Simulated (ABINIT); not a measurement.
Runs of ABINIT 10.8.3 (patched build) on TaN. It takes space group Fm-3m (No. 225, cubic). The conventional cell has a = 4.423 Å, b = 4.423 Å, c = 4.423 Å, α = 90.00°, β = 90.00°, γ = 90.00°. Ta (site symmetry m-3m) has 6 N at 2.21 Å as nearest neighbours. N (site symmetry m-3m) is surrounded by 6 Ta at 2.21 Å. The cell comes from a database or a generator and needn't be the stable form of this composition.

| task | level | potentials or basis | cell | k mesh | cutoff (eV) | cell freedom (optcell) | optimiser (ionmov) | cutoff smearing ecutsm (Ha) | force stop (Ha/bohr) | bands in the sums | gap on the mesh (eV) | pressure (GPa) | relaxed volume (Å³/atom) |
| --- | --- | --- | --- | --- | --- | --- | --- | --- | --- | --- | --- | --- | --- |
| single point | PBE | PseudoDojo NC SR PBE v0.4.1 standard | as given | 8 × 8 × 8 | 952 | - | - | - | - | - | none | -1.9 | - |
| single point | PBE | PseudoDojo NC SR PBE v0.5 stringent | as given | 8 × 8 × 8 | 1796 | - | - | - | - | - | none | -1.5 | - |
| relaxation of cell and atoms | LDA | PseudoDojo NC SR LDA v0.4.1 standard | relaxed | 8 × 8 × 8 | 1143 | 2 | 2 | 0.5 | 2e-05 | - | none | 0.0 | (c) |
| single point | LDA | PseudoDojo NC SR LDA v0.4.1 standard | as given | 8 × 8 × 8 | 952 | - | - | - | - | - | none | (b) | - |
| single point | LDA | PseudoDojo NC SR LDA v0.4 stringent | as given | 8 × 8 × 8 | 1687 | - | - | - | - | - | none | (a) | - |
| relaxation of cell and atoms | PBE | PseudoDojo NC SR PBE v0.4.1 standard | relaxed | 8 × 8 × 8 | 1143 | 2 | 2 | 0.5 | 2e-05 | - | none | 0.0 | 10.77 |
| relaxation of cell and atoms | PBEsol | PseudoDojo NC SR PBEsol v0.4.1 standard | relaxed | 8 × 8 × 8 | 1143 | 2 | 2 | 0.5 | 2e-05 | - | none | 0.0 | 10.46 |
| optical spectrum | LDA | PseudoDojo NC SR LDA v0.4.1 standard | as given | 6 × 6 × 6, with 4 shifts | 952 | - | - | - | - | 15 | - | -20.3 | - |
| single point | PBE | SG15 NC PBE v1.2 | as given | 8 × 8 × 8 | 952 | - | - | - | - | - | none | -1.9 | - |
| optical spectrum | PBE | PseudoDojo NC SR PBE v0.4.1 standard | as given | 6 × 6 × 6, with 4 shifts | 952 | - | - | - | - | 21 | - | -2.3 | - |

Alike in all rows: no spin polarisation; smearing fermi-dirac 0.05 eV.

Task: Estimate the missing entries.

Result: (a) -18.8; (b) -19.9; (c) 10.20.

Caveats: so large a pressure means that the cell lies far from this level's equilibrium, or that cutoff or potentials fall short (some runs); the intraband (Drude) term is left out (some runs); spectra need much finer meshes, so this one isn't converged (some runs).

A k mesh can miss the band edges, and the runs leave out spin-orbit coupling on Ta.

A gap of «none» marks a metal or a gap under the smearing width.

Not every run made on this cell is shown here.
